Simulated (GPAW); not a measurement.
The system is HfN.

```xyz
2
Lattice="0.0000 2.4548 2.4548 2.4548 0.0000 2.4548 2.4548 2.4548 0.0000" Properties=species:S:1:pos:R:3 pbc="T T T"
Hf    0.0000    0.0000    0.0000
N     1.2274    1.2274    1.2274
```

The cell comes from a database or a generator and needn't be the stable form of this composition.

Base run:

```yaml
Program: GPAW 26.7.0
Functional: LDA
Potentials_or_basis: the program's PAW data sets (release 1.2.1) made for this functional
Cutoff: 800 eV
Basis: pw
k_mesh: 9 × 9 × 9
Occupations: fermi-dirac, width 0.05 eV
Spin: no spin polarisation
```

Its results: pressure -9.8 GPa.

Question: The run is repeated on the same cell with these changes: functional from LDA to PBEsol; potentials or basis from the program's PAW data sets (release 1.2.1) made for this functional to PAW data sets generated in the run's folder for this functional. What comes out?

Answer: Pressure -4.2 GPa.
